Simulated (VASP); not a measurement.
## C under changes of volume

One of the cells (5.629 Å³/atom); the others are scaled copies at fixed shape and fractional positions:

```
C
1.0
     2.51012    0.00000    0.00000
    -1.25506    2.17383    0.00000
     0.00000    0.00000   12.37816
C
12
Cartesian
  1.2551 0.7246 4.3930
  0.0000 1.4492 10.5821
  1.2551 0.7246 1.7960
  0.0000 1.4492 7.9851
  1.2551 0.7246 5.9320
  0.0000 1.4492 12.1211
  1.2551 0.7246 0.2571
  0.0000 1.4492 6.4462
  0.0000 0.0000 10.0649
  0.0000 0.0000 3.8758
  1.2551 2.1738 8.5023
  -1.2551 2.1738 2.3132
```

This is a hexagonal form of diamond, not graphite.

- Program: VASP 6.6.1
- Functional: PBE
- Dispersion: D3(BJ)
- Potentials or basis: VASP PAW PBE potentials, release 64 (C)
- Cutoff: 520 eV
- k mesh: 10 × 10 × 4
- Occupations: gaussian, width 0.02 eV
- Spin: no spin polarisation

```tsv
volume (Å³/atom)	energy over the lowest point (meV/atom)	pressure (GPa)	gap on the mesh (eV)	largest force (eV/Å)
5.403	14.68	20.3	4.56	0.031
5.516	?	?	?	?
5.629	0.00	0.7	4.46	0.001
5.741	2.39	-7.8	4.41	0.016
5.854	10.50	-15.6	4.36	0.030
```

Q: What does the run at 5.516 Å³/atom give?

A: Energy over the lowest point 3.89 meV/atom; pressure 10.0 GPa; gap on the mesh 4.51 eV; largest force 0.015 eV/Å.

Worked out: A Birch-Murnaghan fit of order 2 (a polynomial in V^(-2/3)) to the other rows has its minimum at 5.64 Å³/atom with B0 = V·E''(V) = 441 GPa at fixed shape and positions, which overstates the stiffness. It gives 3.85 meV/atom at 5.516 Å³/atom, against the run's 3.89, and -dE/dV = 10.2 GPa, against 10.0. A straight line through the other rows of the gap, of slope -2.49 eV per unit of ln V, gives 4.51 eV, against the run's 4.51.

Energies are extrapolated to zero smearing.

A mesh can miss the band edges.
